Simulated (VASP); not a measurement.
# GaAs (F-43m) in VASP: notebook, part 2 of 2

VASP 6.6.1. The steps go on from the part before.

## Step 3: Relaxation of cell and atoms, PBE

This run uses another cell than the first one, of 23.84 Å³/atom, 1.056 times its volume.

INCAR reads:

```
PREC = Accurate
ENCUT = 520
EDIFF = 1E-7
ISMEAR = 0
SIGMA = 0.02
LREAL = False
LASPH = True
NELM = 60
ALGO = Normal
ISIF = 3
LWAVE = False
LCHARG = False
GGA = PE
IBRION = 2
NSW = 80
EDIFFG = -0.002
```

KPOINTS reads:

```
regular mesh
0
Gamma
  4 4 4
```

POSCAR reads:

```
GaAs                                    
1.0
    0.0000000000      2.8782185721      2.8782185721
    2.8782185721      0.0000000000      2.8782185721
    2.8782185721      2.8782185721     -0.0000000000
  Ga              As            
     1     1
Direct
     0.0000000000000000    0.0000000000000000    0.0000000000000000
     0.2500000000000000    0.2500000000000000    0.2500000000000000
```

Potentials or basis: VASP PAW PBE potentials, release 64 (Ga_d, As).

Run with:

```bash
> cat potpaw_PBE.64/Ga_d/POTCAR potpaw_PBE.64/As/POTCAR > POTCAR
> mpirun -np 1 vasp_std > vasp.out
```

OUTCAR:

```text
PREC = Accurate
   ENCUT = 520
   EDIFF = 1E-7
   ISMEAR = 0
   LREAL = False
   LASPH = True
   NELM = 60
   ISIF = 3
   GGA = PE
   IBRION = 2
   NSW = 80
   EDIFFG = -0.002

 ion  position               nearest neighbor table
   1  0.000  0.000  0.000-   2 2.49   2 2.49   2 2.49   2 2.49
   2  0.250  0.250  0.250-   1 2.49   1 2.49   1 2.49   1 2.49

  LATTYP: Found a face centered cubic cell.
 ALAT       =     5.7564371442

  Lattice vectors:

 A1 = (   0.0000000000,   2.8782185721,   2.8782185721)
 A2 = (   2.8782185721,   0.0000000000,   2.8782185721)
 A3 = (   2.8782185721,   2.8782185721,   0.0000000000)

Analysis of symmetry for initial positions (statically):
=====================================================================
 Subroutine PRICEL returns:
 Original cell was already a primitive cell.

 Routine SETGRP: Setting up the symmetry group for a
 face centered cubic supercell.

 Subroutine GETGRP returns: Found 24 space group operations
 (whereof 24 operations were pure point group operations)
 out of a pool of 48 trial point group operations.

The static configuration has the point symmetry T_d .

Analysis of symmetry for dynamics (positions and initial velocities):
=====================================================================
 Subroutine PRICEL returns:
 Original cell was already a primitive cell.

 Routine SETGRP: Setting up the symmetry group for a
 face centered cubic supercell.

 Subroutine GETGRP returns: Found 24 space group operations
 (whereof 24 operations were pure point group operations)
 out of a pool of 48 trial point group operations.

The dynamic configuration has the point symmetry T_d .

 Subroutine INISYM returns: Found 24 space group operations
 (whereof 24 operations are pure point group operations),
 and found     1 'primitive' translations

[... 157 lines left out ...]
  free  energy   TOTEN  =        -8.1008118264 eV

  energy  without entropy=       -8.1008113629  energy(sigma->0) =       -8.10081159

--------------------------------------- Ionic step        2  -------------------------------------------

 number of electron      17.9999990 magnetization

 Free energy of the ion-electron system (eV)
  ---------------------------------------------------
  ext. energy  EPLUGINS =         0.00000000
  ---------------------------------------------------
  free energy    TOTEN  =        -8.10081276 eV

  energy without entropy =       -8.10081242  energy(sigma->0) =       -8.10081259

 E-fermi :   3.5488     XC(G=0):  -9.3203

 val. band max:        3.4921490632   @ k =   0.0000   0.0000   0.0000
 cond. band min:       3.6017268332   @ k =   0.0000   0.0000   0.0000
 fundamental gap:      0.1095777699
 Fermi energy:         3.5488297538

 k-point     1 :       0.0000    0.0000    0.0000
  band No.  band energies     occupation
      1     -11.2889      2.00000
      2     -11.2889      2.00000
      3     -11.2889      2.00000
      4     -11.2234      2.00000
      5     -11.2234      2.00000
      6      -8.8630      2.00000
      7       3.4921      1.99994
      8       3.4921      1.99994
      9       3.4921      1.99994
     10       3.6017      0.00018
     11       7.1693      0.00000
     12       7.1693      0.00000
     13       7.1693      0.00000
[... 98 lines left out ...]
  band No.  band energies     occupation
      1     -11.3667      2.00000
      2     -11.2636      2.00000
      3     -11.2520      2.00000
      4     -11.2320      2.00000
      5     -11.2197      2.00000
      6      -6.5281      2.00000
      7      -2.9495      2.00000
      8       0.1896      2.00000
      9       0.3764      2.00000
     10       7.8461      0.00000
     11       8.1706      0.00000
     12       8.6972      0.00000
     13       9.4832      0.00000

------------------------ aborting loop because EDIFF is reached ----------------------------------------

  FORCE on cell =-STRESS in cart. coord.  units (eV):
  Direction    XX          YY          ZZ          XY          YZ          ZX
  --------------------------------------------------------------------------------------
  -------------------------------------------------------------------------------------
  Total        0.0039323      0.0039323      0.0039323     -0.0000000      0.0000000     -0.0000000
  in kB        0.1321606      0.1321606      0.1321606     -0.0000000      0.0000000     -0.0000000
  external PRESSURE =       0.1321606 kB  Pullay stress =       0.0000000 kB

 VOLUME and BASIS-vectors are now :
 -----------------------------------------------------------------------------
  energy-cutoff  :      520.00
  volume of cell :       47.67
      direct lattice vectors                 reciprocal lattice vectors
    -0.000000000  2.877899886  2.877899886    -0.173737802  0.173737802  0.173737802
     2.877899886 -0.000000000  2.877899886     0.173737802 -0.173737802  0.173737802
     2.877899886  2.877899886 -0.000000000     0.173737802  0.173737802 -0.173737802

 POSITION                                       TOTAL-FORCE (eV/Angst)
 -----------------------------------------------------------------------------------
      0.00000      0.00000      0.00000         0.000000     -0.000000      0.000000
      1.43895      1.43895      1.43895        -0.000000      0.000000     -0.000000
 -----------------------------------------------------------------------------------
    total drift:                                0.000002      0.000002      0.000002

  FREE ENERGIE OF THE ION-ELECTRON SYSTEM (eV)
  ---------------------------------------------------
  free  energy   TOTEN  =        -8.1008127581 eV

  energy  without entropy=       -8.1008124247  energy(sigma->0) =       -8.10081259

 reached required accuracy - stopping structural energy minimisation
```

It took 12 s on 1 thread of Intel Xeon Platinum 8259CL at 2.50GHz (Skylake/Cascade Lake), shared host; peak memory 0.16 GiB.

Results:

```yaml
Free_energy: -8.1008 eV
Relaxed_volume: 23.84 Å³/atom
Relaxed_cell: a = 4.070 Å, b = 4.070 Å, c = 4.070 Å, α = 60.00°, β = 60.00°, γ = 60.00°
Space_group_after_relaxing_to_0.05_Å: F-43m (No. 216)
Energy_gained_by_relaxing: 0.0 meV/atom
Ionic_steps: 2
Pressure_after_relaxing: 0.0 GPa
Band_gap_on_the_k_mesh: 0.11 eV, direct
```

Final structure:
```xyz
2
Lattice="0.0000 2.8779 2.8779 2.8779 0.0000 2.8779 2.8779 2.8779 0.0000" Properties=species:S:1:pos:R:3 pbc="T T T"
Ga    0.0000    0.0000    0.0000
As    1.4389    1.4389    1.4389
```

Levels at points of the mesh, in eV from the valence-band top:
```tsv
k point	band 6	band 7	band 8	band 9	band 10	band 11	band 12	band 13
(0.00, 0.00, 0.00)	-12.36	0.00	0.00	0.00	0.11	3.68	3.68	3.68
(0.50, 0.00, 0.00)	-10.74	-6.38	-1.07	-1.07	0.83	4.58	4.58	7.68
(0.50, 0.50, 0.00)	-10.07	-6.61	-2.51	-2.51	1.53	1.66	9.72	9.72
```

Caveat: the k mesh is coarse (spacing up to 0.47 Å⁻¹), so the values aren't converged. As with any semilocal functional, this PBE gap is likely too small.
